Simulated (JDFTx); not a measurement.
A run of JDFTx 1.7.0 (patched build):

Contents of Ga.in:

```
lattice \
    5.1334032230     0.0000000000     0.0000000000 \
    0.0000000000     5.1334032230     0.0000000000 \
    0.0000000000     0.0000000000     5.1334032230
coords-type Lattice
ion Ga     0.0000000000     0.0000000000     0.0000000000 1

ion-species pseudo/Ga.upf
elec-cutoff 40
elec-ex-corr gga-PBE
kpoint-folding 5 5 5
elec-smearing Fermi 0.0018374661
elec-n-bands 12
electronic-SCF nIterations 100 energyDiffThreshold 1e-09
electronic-minimize nIterations 30 energyDiffThreshold 1e-7
forces-output-coords Cartesian
lattice-minimize nIterations 40 energyDiffThreshold 1e-6

dump-name run.$VAR
dump End Ecomponents EigStats BandEigs Kpoints Forces Stress ElecDensity KEdensity
```

Potentials or basis: SG15-PBE-1.2 with smoothed tails.

Launch:

```bash
$ jdftx -c 1 -i Ga.in -o Ga.out
```

Hardware: 1 thread of Arm Neoverse V2 (shared host).

Q: How long does it take, and how much memory?

A: Run time: 26 s on 1 thread of Arm Neoverse V2, on a shared host, peak memory 0.05 GiB. Counts: scf iterations 90, bands 12, k points 10, plane waves 1636, ion steps 5.
